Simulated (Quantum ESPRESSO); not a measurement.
# InAs (Fm-3m) in Quantum ESPRESSO: single point with PBEsol

Aim: the single point of InAs with PBEsol.

Program: Quantum ESPRESSO 7.5. These are calculated values, not measurements. Logs are shortened: lines on timing, memory, paths and dates and some standing lists are left out, and cuts for length are marked.

## 1. Starting point

The structure is cubic, space group Fm-3m (No. 225). Conventional cell: a = 5.755 Å, b = 5.755 Å, c = 5.755 Å, α = 90.00°, β = 90.00°, γ = 90.00°. In (site symmetry m-3m) has 6 As at 2.88 Å as nearest neighbours. Around As (site symmetry m-3m) lie 6 In at 2.88 Å.

Measurements of this composition are mostly on another form, of space group No. 216.

## 2. Single point, PBEsol

Input file scf.in:

```
&CONTROL
  calculation = 'scf'
  prefix = 'pwscf'
  outdir = './tmp'
  pseudo_dir = './pseudo'
/
&SYSTEM
  ibrav = 0
  nat = 2
  ntyp = 2
  ecutwfc = 84
  nbnd = 21
  occupations = 'smearing'
  smearing = 'fd'
  degauss = 0.00367493
  force_symmorphic = .true.
/
&ELECTRONS
  conv_thr = 4d-10
  electron_maxstep = 120
  mixing_beta = 0.5
/
ATOMIC_SPECIES
In   114.8180 In.upf
As    74.9216 As.upf
CELL_PARAMETERS angstrom
   0.0000000000    2.8773040000    2.8773040000
   2.8773040000    0.0000000000    2.8773040000
   2.8773040000    2.8773040000    0.0000000000
ATOMIC_POSITIONS crystal
In     0.5000000000    0.5000000000    0.5000000000
As     0.0000000000    0.0000000000    0.0000000000
K_POINTS automatic
8 8 8 0 0 0
```

Input file nscf.in:

```
&CONTROL
  calculation = 'nscf'
  prefix = 'pwscf'
  outdir = './tmp'
  pseudo_dir = './pseudo'
/
&SYSTEM
  ibrav = 0
  nat = 2
  ntyp = 2
  ecutwfc = 84
  nbnd = 74
  occupations = 'smearing'
  smearing = 'fd'
  degauss = 0.00367493
  force_symmorphic = .true.
/
&ELECTRONS
  conv_thr = 1d-08
  diago_full_acc = .true.
  diago_thr_init = 1d-06
/
ATOMIC_SPECIES
In   114.8180 In.upf
As    74.9216 As.upf
CELL_PARAMETERS angstrom
   0.0000000000    2.8773040000    2.8773040000
   2.8773040000    0.0000000000    2.8773040000
   2.8773040000    2.8773040000    0.0000000000
ATOMIC_POSITIONS crystal
In     0.5000000000    0.5000000000    0.5000000000
As     0.0000000000    0.0000000000    0.0000000000
K_POINTS automatic
4 4 4 0 0 0
```

Potentials or basis: PseudoDojo 0.4.1 SR PBEsol standard.

Run with:

```console
$ OMP_NUM_THREADS=1 pw.x -in scf.in > scf.out
$ OMP_NUM_THREADS=1 pw.x -in nscf.in > nscf.out
```

scf.out:

```text
This program is part of the open-source Quantum ESPRESSO suite
     for quantum simulation of materials; please cite
[... 9 lines left out ...]
     --------------------
     sticks:   dense  smooth     PW     G-vecs:    dense   smooth      PW
     Sum        1369    1369    397                33487    33487    5209

     Using Slab Decomposition

     bravais-lattice index     =            0
     lattice parameter (alat)  =       7.6895  a.u.
     unit-cell volume          =     321.5021 (a.u.)^3
     number of atoms/cell      =            2
     number of atomic types    =            2
     number of electrons       =        28.00
     number of Kohn-Sham states=           21
     kinetic-energy cutoff     =      84.0000  Ry
     charge density cutoff     =     336.0000  Ry
     scf convergence threshold =      4.0E-10
     mixing beta               =       0.5000
     number of iterations used =            8  plain     mixing
     Exchange-correlation= PBESOL
                           (   1   4  10   8   0   0   0)

     celldm(1)=   7.689527  celldm(2)=   0.000000  celldm(3)=   0.000000
     celldm(4)=   0.000000  celldm(5)=   0.000000  celldm(6)=   0.000000

     crystal axes: (cart. coord. in units of alat)
               a(1) = (   0.000000   0.707107   0.707107 )
               a(2) = (   0.707107   0.000000   0.707107 )
               a(3) = (   0.707107   0.707107   0.000000 )

     reciprocal axes: (cart. coord. in units 2 pi/alat)
               b(1) = ( -0.707107  0.707107  0.707107 )
               b(2) = (  0.707107 -0.707107  0.707107 )
               b(3) = (  0.707107  0.707107 -0.707107 )

     PseudoPot. # 1 for In read from file:
     In.upf
     Pseudo is Norm-conserving + core correction, Zval = 13.0
     Generated using ONCVPSP code by D. R. Hamann
     Using radial grid of 1940 points,  6 beta functions with:
                l(1) =   0
                l(2) =   0
                l(3) =   1
                l(4) =   1
                l(5) =   2
                l(6) =   2

     PseudoPot. # 2 for As read from file:
     As.upf
     Pseudo is Norm-conserving + core correction, Zval = 15.0
     Generated using ONCVPSP code by D. R. Hamann
     Using radial grid of 1342 points,  6 beta functions with:
                l(1) =   0
                l(2) =   0
                l(3) =   1
                l(4) =   1
                l(5) =   2
                l(6) =   2

     atomic species   valence    mass     pseudopotential
     In               13.00   114.81800     In( 1.00)
     As               15.00    74.92160     As( 1.00)

     48 Sym. Ops., with inversion, found

   Cartesian axes

     site n.     atom                  positions (alat units)
         1        In     tau(   1) = (   0.7071068   0.7071068   0.7071068  )
         2        As     tau(   2) = (   0.0000000   0.0000000   0.0000000  )

     number of k points=    29  Fermi-Dirac smearing, width (Ry)=  0.0037
                       cart. coord. in units 2pi/alat
        k(    1) = (   0.0000000   0.0000000   0.0000000), wk =   0.0039062
        k(    2) = (   0.0883883   0.0883883  -0.0883883), wk =   0.0312500
        k(    3) = (   0.1767767   0.1767767  -0.1767767), wk =   0.0312500
        k(    4) = (   0.2651650   0.2651650  -0.2651650), wk =   0.0312500
        k(    5) = (  -0.3535534  -0.3535534   0.3535534), wk =   0.0156250
        k(    6) = (   0.1767767   0.0000000   0.0000000), wk =   0.0234375
[... 21 lines left out ...]
        k(   28) = (  -0.7071068   0.1767767  -0.0000000), wk =   0.0468750
        k(   29) = (  -0.7071068   0.3535534   0.0000000), wk =   0.0234375

     Dense  grid:    33487 G-vectors     FFT dimensions: (  45,  45,  45)

     Initial potential from superposition of free atoms

     starting charge      27.9963, renormalised to      28.0000
     Starting wfcs are   18 randomized atomic wfcs +    3 random wfcs

     Self-consistent Calculation

     iteration #  1     ecut=    84.00 Ry     beta= 0.50
     Davidson diagonalization with overlap
     ethr =  1.00E-02,  avg # of iterations =  4.0

     Threshold (ethr) on eigenvalues was too large:
     Diagonalizing with lowered threshold

     Davidson diagonalization with overlap
     ethr =  1.58E-04,  avg # of iterations =  3.6

     total energy              =    -344.45640463 Ry
     estimated scf accuracy    <       0.04381910 Ry

     iteration #  2     ecut=    84.00 Ry     beta= 0.50
     Davidson diagonalization with overlap
     ethr =  1.56E-04,  avg # of iterations =  2.2

     total energy              =    -344.46739928 Ry
     estimated scf accuracy    <       0.00392179 Ry

     iteration #  3     ecut=    84.00 Ry     beta= 0.50
     Davidson diagonalization with overlap
     ethr =  1.40E-05,  avg # of iterations =  3.3

     total energy              =    -344.46799870 Ry
     estimated scf accuracy    <       0.00041770 Ry

     iteration #  4     ecut=    84.00 Ry     beta= 0.50
     Davidson diagonalization with overlap
     ethr =  1.49E-06,  avg # of iterations =  3.5

     total energy              =    -344.46803319 Ry
     estimated scf accuracy    <       0.00002614 Ry

     iteration #  5     ecut=    84.00 Ry     beta= 0.50
     Davidson diagonalization with overlap
     ethr =  9.34E-08,  avg # of iterations =  3.6

     total energy              =    -344.46803928 Ry
     estimated scf accuracy    <       0.00000167 Ry

     iteration #  6     ecut=    84.00 Ry     beta= 0.50
     Davidson diagonalization with overlap
     ethr =  5.97E-09,  avg # of iterations =  2.7

     total energy              =    -344.46803964 Ry
     estimated scf accuracy    <       0.00000006 Ry

     iteration #  7     ecut=    84.00 Ry     beta= 0.50
     Davidson diagonalization with overlap
     ethr =  2.25E-10,  avg # of iterations =  2.7

     total energy              =    -344.46803966 Ry
     estimated scf accuracy    <          9.1E-09 Ry

     iteration #  8     ecut=    84.00 Ry     beta= 0.50
     Davidson diagonalization with overlap
     ethr =  3.26E-11,  avg # of iterations =  2.2

     End of self-consistent calculation

          k = 0.0000 0.0000 0.0000 (  4279 PWs)   bands (ev):

   -25.2611 -25.2611 -25.2561 -25.2561 -25.2561  -4.2948  -4.2948  -4.2746
    -4.2746  -4.2746  -2.1715   9.2180   9.7584   9.7584   9.7584  17.1174
    17.1174  17.1174  17.4045  17.4045  17.4045

          k = 0.0884 0.0884-0.0884 (  4171 PWs)   bands (ev):

   -25.2610 -25.2610 -25.2560 -25.2560 -25.2560  -4.3012  -4.3012  -4.2749
    -4.2677  -4.2677  -2.0037   7.5465   9.7844   9.7844  11.1503  15.8880
    16.1836  16.1836  17.4313  17.6452  17.6452

          k = 0.1768 0.1768-0.1768 (  4191 PWs)   bands (ev):

   -25.2609 -25.2609 -25.2559 -25.2557 -25.2557  -4.3193  -4.3193  -4.2768
    -4.2481  -4.2481  -1.5279   5.6641   9.8792   9.8792  12.0225  14.7103
    14.7103  14.9319  17.6545  18.7010  18.7010

          k = 0.2652 0.2652-0.2652 (  4191 PWs)   bands (ev):

   -25.2608 -25.2608 -25.2558 -25.2554 -25.2554  -4.3381  -4.3381  -4.2798
    -4.2278  -4.2278  -0.8795   4.1065  10.0375  10.0375  12.0856  13.6196
    13.6196  14.4570  19.0439  20.3431  20.3431

          k =-0.3536-0.3536 0.3536 (  4164 PWs)   bands (ev):

   -25.2608 -25.2608 -25.2557 -25.2553 -25.2553  -4.3459  -4.3459  -4.2813
    -4.2193  -4.2193  -0.5053   3.4188  10.1328  10.1328  12.0107  13.2004
    13.2004  14.3070  20.4899  21.9271  21.9271

          k = 0.1768 0.0000 0.0000 (  4196 PWs)   bands (ev):

   -25.2610 -25.2610 -25.2562 -25.2559 -25.2559  -4.3182  -4.2900  -4.2801
    -4.2641  -4.2641  -1.9415   7.5866   9.3833   9.3833  11.8364  14.7129
    15.9515  16.8324  16.8324  18.8290  18.8290

          k = 0.2652 0.0884-0.0884 (  4174 PWs)   bands (ev):

   -25.2610 -25.2609 -25.2561 -25.2557 -25.2556  -4.3472  -4.2965  -4.2819
    -4.2525  -4.2458  -1.5523   6.2446   9.1561   9.3735  12.2540  13.8098
    15.5254  16.2403  16.9792  19.3051  19.6208

          k = 0.3536 0.1768-0.1768 (  4188 PWs)   bands (ev):

   -25.2609 -25.2608 -25.2559 -25.2555 -25.2554  -4.3706  -4.3154  -4.2787
    -4.2404  -4.2250  -0.9322   4.6864   9.1981   9.2925  11.7216  13.6654
    15.0953  15.8967  17.3389  20.4554  21.0808

          k =-0.2652-0.4419 0.4419 (  4188 PWs)   bands (ev):

   -25.2609 -25.2607 -25.2557 -25.2554 -25.2552  -4.3766  -4.3328  -4.2754
    -4.2308  -4.2168  -0.4011   3.6788   8.9032   9.5173  11.6828  13.4726
    14.1433  16.0564  18.8760  21.6545  22.0238

          k =-0.1768-0.3536 0.3536 (  4196 PWs)   bands (ev):

   -25.2609 -25.2607 -25.2557 -25.2554 -25.2553  -4.3622  -4.3389  -4.2738
    -4.2294  -4.2256  -0.5392   3.8980   8.5501   9.9936  12.2006  13.3451
    13.6263  16.1908  19.2018  20.0606  21.8234

          k =-0.0884-0.2652 0.2652 (  4185 PWs)   bands (ev):

   -25.2609 -25.2608 -25.2558 -25.2556 -25.2555  -4.3346  -4.3314  -4.2741
    -4.2450  -4.2381  -1.1655   5.1191   8.5082  10.3012  12.9809  13.3139
    13.8092  16.0008  18.4293  18.4542  21.1047

          k = 0.0000-0.1768 0.1768 (  4157 PWs)   bands (ev):

   -25.2610 -25.2610 -25.2560 -25.2559 -25.2557  -4.3162  -4.3089  -4.2757
    -4.2620  -4.2531  -1.7259   6.5516   8.9580  10.1769  12.2265  14.6388
    14.8149  15.8195  17.5755  18.3357  19.2438

          k = 0.3536 0.0000 0.0000 (  4168 PWs)   bands (ev):

   -25.2611 -25.2608 -25.2563 -25.2554 -25.2554  -4.4035  -4.2933  -4.2782
    -4.2372  -4.2372  -1.2421   6.3221   8.6102   8.6102  10.6721  14.7462
    15.3900  17.3877  17.3877  21.0647  21.2685

          k = 0.4419 0.0884-0.0884 (  4172 PWs)   bands (ev):

   -25.2611 -25.2607 -25.2563 -25.2552 -25.2551  -4.4470  -4.2942  -4.2838
    -4.2262  -4.2189  -0.6849   5.4010   8.1584   8.4057   9.8444  14.7225
    16.2375  17.0299  17.9826  21.9707  22.0043

          k =-0.1768-0.5303 0.5303 (  4178 PWs)   bands (ev):

   -25.2611 -25.2606 -25.2560 -25.2551 -25.2550  -4.4553  -4.3017  -4.2824
    -4.2278  -4.2100  -0.1231   4.4032   7.3091   8.5889  10.1885  15.1530
    16.0157  16.7678  18.3506  22.1546  22.3878

          k =-0.0884-0.4419 0.4419 (  4183 PWs)   bands (ev):

   -25.2610 -25.2606 -25.2557 -25.2553 -25.2551  -4.4277  -4.3199  -4.2636
    -4.2403  -4.2173  -0.0530   4.1568   6.8475   9.1304  10.8848  14.9965
    15.0418  17.4539  18.8813  20.3417  20.8543

          k = 0.0000-0.3536 0.3536 (  4183 PWs)   bands (ev):

   -25.2609 -25.2607 -25.2556 -25.2555 -25.2554  -4.3791  -4.3311  -4.2613
    -4.2435  -4.2329  -0.5701   4.6133   7.2091   9.8734  11.8833  14.1055
    14.3922  16.4772  18.9732  20.2042  21.3867

          k = 0.5303-0.0000 0.0000 (  4164 PWs)   bands (ev):

   -25.2613 -25.2606 -25.2565 -25.2549 -25.2549  -4.5141  -4.3065  -4.2665
    -4.2080  -4.2080  -0.2291   5.5601   7.9606   7.9606   8.0551  14.0124
    18.3408  18.4413  18.4413  22.1307  24.0286

          k =-0.0884-0.6187 0.6187 (  4181 PWs)   bands (ev):

   -25.2614 -25.2605 -25.2564 -25.2548 -25.2548  -4.5331  -4.3031  -4.2726
    -4.2054  -4.2005   0.2124   5.2348   6.3950   7.9428   8.8090  14.3144
    18.0131  18.1686  19.3907  23.1579  23.7686

          k = 0.0000-0.5303 0.5303 (  4179 PWs)   bands (ev):

   -25.2613 -25.2605 -25.2560 -25.2550 -25.2549  -4.4977  -4.2935  -4.2844
    -4.2207  -4.2058   0.2966   4.8786   5.7623   8.3560   9.7934  15.4060
    16.6417  17.8088  18.4383  21.3550  22.7893

          k =-0.7071 0.0000 0.0000 (  4184 PWs)   bands (ev):

   -25.2615 -25.2605 -25.2565 -25.2547 -25.2547  -4.5643  -4.3120  -4.2616
    -4.1952  -4.1952   0.3782   5.2266   6.9819   7.7167   7.7167  13.7681
    19.0967  19.0967  19.9024  23.0949  24.5149

          k = 0.3536 0.1768 0.0000 (  4175 PWs)   bands (ev):

   -25.2610 -25.2608 -25.2561 -25.2554 -25.2554  -4.3845  -4.3015  -4.2826
    -4.2378  -4.2351  -1.0720   5.4807   8.1214   9.4568  11.5179  14.3311
    15.4154  15.7483  17.8406  20.3916  21.4980

          k =-0.2652-0.4419 0.6187 (  4176 PWs)   bands (ev):

   -25.2610 -25.2607 -25.2559 -25.2554 -25.2552  -4.4104  -4.3160  -4.2734
    -4.2367  -4.2201  -0.4443   4.4792   7.6566   8.8515  11.7212  13.6666
    15.7420  16.4427  18.4278  20.9894  21.8433

          k =-0.1768-0.3536 0.5303 (  4184 PWs)   bands (ev):

   -25.2610 -25.2606 -25.2556 -25.2555 -25.2551  -4.4191  -4.3235  -4.2648
    -4.2420  -4.2130  -0.0989   3.9542   7.6499   8.4341  12.0188  13.1891
    15.8247  17.2614  19.0668  19.5992  22.8763

          k =-0.1768-0.5303 0.7071 (  4170 PWs)   bands (ev):

   -25.2612 -25.2606 -25.2562 -25.2551 -25.2549  -4.4843  -4.2925  -4.2869
    -4.2197  -4.2083  -0.1455   5.0500   7.3908   7.4430  10.1355  14.8874
    15.8268  18.1350  18.8013  22.3198  23.2493

          k =-0.0884-0.4419 0.6187 (  4183 PWs)   bands (ev):

   -25.2612 -25.2605 -25.2559 -25.2553 -25.2548  -4.4833  -4.3013  -4.2759
    -4.2346  -4.2017   0.2263   4.7113   6.4226   7.3545  11.1087  14.7334
    15.9928  17.8469  19.1270  20.7923  23.5870

          k = 0.0000-0.3536 0.5303 (  4183 PWs)   bands (ev):

   -25.2611 -25.2606 -25.2556 -25.2556 -25.2549  -4.4522  -4.3138  -4.2565
    -4.2523  -4.2087   0.0745   4.5311   6.4954   7.9026  11.9281  13.7155
    16.7829  16.8987  19.3951  19.8466  22.4724

          k =-0.7071 0.1768-0.0000 (  4196 PWs)   bands (ev):

   -25.2614 -25.2605 -25.2563 -25.2550 -25.2547  -4.5313  -4.2967  -4.2794
    -4.2142  -4.1952   0.3792   5.4955   5.7282   7.1920   9.7967  14.6816
    16.7097  18.9330  19.4565  22.1873  24.0543

          k =-0.7071 0.3536 0.0000 (  4188 PWs)   bands (ev):

   -25.2612 -25.2605 -25.2556 -25.2556 -25.2547  -4.4918  -4.3035  -4.2572
    -4.2572  -4.1952   0.3804   5.1826   6.2348   6.2348  12.1250  13.9860
    16.7458  16.7458  20.4969  20.4969  24.3805

     the Fermi energy is     9.9529 ev

!    total energy              =    -344.46803966 Ry
     estimated scf accuracy    <          1.5E-10 Ry
     smearing contrib. (-TS)   =      -0.00079712 Ry
     internal energy E=F+TS    =    -344.46724254 Ry

     The total energy is F=E-TS. E is the sum of the following terms:
     one-electron contribution =    -141.54076967 Ry
     hartree contribution      =      88.92854103 Ry
     xc contribution           =     -86.65898870 Ry
     ewald contribution        =    -205.19602519 Ry

     convergence has been achieved in   8 iterations

=------------------------------------------------------------------------------=
   JOB DONE.
=------------------------------------------------------------------------------=
```

Wall time 48 s (1 thread of Arm Neoverse V2, shared host); peak memory 0.09 GiB.

What came out:

| Item | Value |
| --- | --- |
| Band gap on the k mesh, mean-field level | none (metal or under the smearing width) |

Caveat: the k mesh is coarse (spacing up to 0.47 Å⁻¹), so the values aren't converged.
